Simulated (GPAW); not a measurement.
# GaAs: single point with PBE

**Measured values to compare with.**

“Evidence of valence band perturbations in GaAsN/GaAs(001): A combined variable-angle spectroscopic ellipsometry and modulated photoreflectance investigation”, 2008, arxiv:0805.2212 reports, for a bulk crystal of GaAs at 300 K: band gap 1.412 ± 0.01 eV (direct).

GaAs:

```
As Ga
1.0
     0.00000    2.82685    2.82685
     2.82685    0.00000    2.82685
     2.82685    2.82685    0.00000
As Ga
1 1
Direct
  0.75000 0.75000 0.75000
  0.00000 0.00000 0.00000
```

```
Program             : GPAW 26.7.0
Task                : single point
Functional          : PBE
Potentials or basis : GPAW PAW data sets (gpaw-data 1.2.1)
Cutoff              : 600 eV
Basis               : pw
k mesh              : 8 × 8 × 8
Occupations         : gaussian, width 0.029 eV
Spin                : no spin polarisation
```

```yaml
Pressure: 4.3 GPa
Band_gap_on_the_k_mesh: 0.59 eV, direct
```

Levels at points of the mesh, in eV from the valence-band top:
| k point | band 1 | band 2 | band 3 | band 4 | band 5 | band 6 | band 7 |
| --- | --- | --- | --- | --- | --- | --- | --- |
| (0.00, 0.00, 0.00) | -12.70 | 0.00 | 0.00 | 0.00 | 0.59 | 3.77 | 3.77 |
| (0.50, 0.50, 0.00) | -10.34 | -6.79 | -2.66 | -2.66 | 1.48 | 1.68 | 10.22 |
| (0.50, 0.50, 0.50) | -11.06 | -6.61 | -1.13 | -1.13 | 1.05 | 4.67 | 4.67 |

It took 10 s on 1 thread of Arm Neoverse V1 (shared host), peak memory 0.15 GiB.

Against the measured gap of GaAs, 1.412 eV (direct; 300 K; “Evidence of valence band perturbations in GaAsN/GaAs(001): A combined variable-angle spectroscopic ellipsometry and modulated photoreflectance investigation”, 2008, arxiv:0805.2212), the calculated 0.59 eV is off by -0.83 eV. 3 values of this kind are on record (1.412 to 1.51 eV); this one was drawn at random among those near their median, those with a stated uncertainty first. Spin-orbit coupling on As, Ga is left out. The value is that of PBE on a finite k mesh, which can miss the band edges, without temperature or zero-point motion. Semilocal functionals fall short of measured gaps as a rule.
